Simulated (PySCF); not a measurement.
# How good is the calculation?

Numbering as in the mapped SMILES `[CH3:1][CH2:2][O:3][CH2:4][CH3:5]` (H(Xn): hydrogen on atom n).

Measured values that the calculation should reproduce: δ ¹³C C2/C4 65.9; C1/C5 15.5 ppm (measured; solution, toluene-d8, 298 K; Fulmer et al., Organometallics 2010, 29, 2176).
δ ¹³C C2/C4 65.8; C1/C5 15.3 ppm (measured; solution, C6D5Cl, 298 K; Fulmer et al., Organometallics 2010, 29, 2176).
δ ¹³C C2/C4 66.0; C1/C5 15.4 ppm (measured; solution, not stated per compound (mostly CDCl3 or CCl4); Pretsch, Buehlmann, Badertscher, Structure Determination of Organic Compounds, 4th ed. (2009)).
δ ¹³C C2/C4 66.1; C1/C5 15.4; δ ¹H H(C2)/H(C4) 3.43; H(C1)/H(C5) 1.15 ppm (measured; solution, CD2Cl2, 298 K; Fulmer et al., Organometallics 2010, 29, 2176). Coupling constants: ³J(H(C4),H(C5)) 7.0 Hz.

[PySCF 2.14: geometry: PBE0-D3(BJ)/def2-SVP; J: B3LYP/pcJ-1 (without the spin–dipole term); B97-2/pcSseg-2 with gauge-including orbitals; fast rotation and ring inversion assumed for equivalent nuclei; one computed conformer; non-relativistic; no solvent model]

Question: How close does the calculation come?

Answer: 
Reference values: measured (solution, toluene-d8, 298 K; Fulmer et al., Organometallics 2010, 29, 2176).
| atoms | quantity | reference | computed | computed, scaled |
| --- | --- | --- | --- | --- |
| C2/C4 | δ ¹³C | 65.9 | 70.5 | 65.7 |
| C1/C5 | δ ¹³C | 15.5 | 18.2 | 14.9 |

Reference values: measured (solution, C6D5Cl, 298 K; Fulmer et al., Organometallics 2010, 29, 2176).
| atoms | quantity | reference | computed | computed, scaled |
| --- | --- | --- | --- | --- |
| C2/C4 | δ ¹³C | 65.8 | 70.5 | 65.7 |
| C1/C5 | δ ¹³C | 15.3 | 18.2 | 14.9 |

Reference values: measured (solution, not stated per compound (mostly CDCl3 or CCl4); Pretsch, Buehlmann, Badertscher, Structure Determination of Organic Compounds, 4th ed. (2009)).
```csv
atoms,quantity,reference,computed,"computed, scaled"
C2/C4,δ ¹³C,66.0,70.5,65.7
C1/C5,δ ¹³C,15.4,18.2,14.9
```

Reference values: measured (solution, CD2Cl2, 298 K; Fulmer et al., Organometallics 2010, 29, 2176).
```json
{"atoms": "C2/C4", "quantity": "δ ¹³C", "reference": "66.1", "computed": "70.5", "computed, scaled": "65.7"}
{"atoms": "C1/C5", "quantity": "δ ¹³C", "reference": "15.4", "computed": "18.2", "computed, scaled": "14.9"}
{"atoms": "H(C2)/H(C4)", "quantity": "δ ¹H", "reference": "3.43", "computed": "3.33", "computed, scaled": "–"}
{"atoms": "H(C1)/H(C5)", "quantity": "δ ¹H", "reference": "1.15", "computed": "1.19", "computed, scaled": "–"}
```

Computed shifts are σ(ref) − σ with the named reference compound (TMS for H and C) calculated as an isolated molecule at the same level. The measured values may be among those fitted. Empirical linear scaling, fitted to shifts measured mostly in CDCl3 for H and C (δ vs TMS): ¹³C: δ = 175.28 − 0.971σ (rms 2.1 ppm, 43 shifts). A few per cent of atoms miss by over 2 rms, more outside the fitted compound classes.

Coupling constants in Hz:
| coupling | reference | computed | source |
| --- | --- | --- | --- |
| ³J(H(C4),H(C5)) | 7.0 | 7.8 | measured; UCL NMR lecture notes, Spin-Spin Coupling (L3_3_97) |

Question: How far are the unscaled ¹³C shifts from the references?

Answer: Mean signed difference +3.67 ppm, mean absolute 3.67 ppm over 8 comparisons; the largest is +4.7 ppm at C2/C4 (sp3 CH2 bonded to O).

Question: How far are the unscaled ¹H shifts from the references?

Answer: Mean signed difference -0.03 ppm, mean absolute 0.07 ppm over 2 comparisons; the largest is -0.10 ppm at H(C2)/H(C4) (hydrogen on an sp3 CH2 bonded to O).

11 of the 54 published NMR values on file for this molecule are compared. The rest: values from further sources, protons in aromatic solvents.

Unscaled 3J(H,H) at this level run about 10 % above measured values.
